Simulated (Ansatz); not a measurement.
Germanium (simple cubic) across density functionals

All rows: Ansatz, plane waves with scalar-relativistic PAW, 420 eV (500 eV for the SCAN forms), relaxed under each functional, no dispersion correction, no zero-point motion. B₀ comes from uniform scaling at fixed shape; a dash is a value not given.

```csv
functional,V (Å³/atom),cell,B₀ (GPa),magnetic state,ΔE to diamond (meV/atom)
PBE,19.99,a = 2.714 Å,68,spin not included,242
r²SCAN,19.28,a = 2.682 Å,78,spin not included,357
PBEsol,19.01,a = 2.669 Å,79,spin not included,186
LDA,18.54,a = 2.647 Å,83,spin not included,195
revPBE,20.35,a = 2.730 Å,64,spin not included,264
RPBE,20.49,a = 2.737 Å,63,spin not included,273
BLYP,21.89,a = 2.797 Å,51,spin not included,358
```

LDA gives the smallest volume and BLYP the largest.
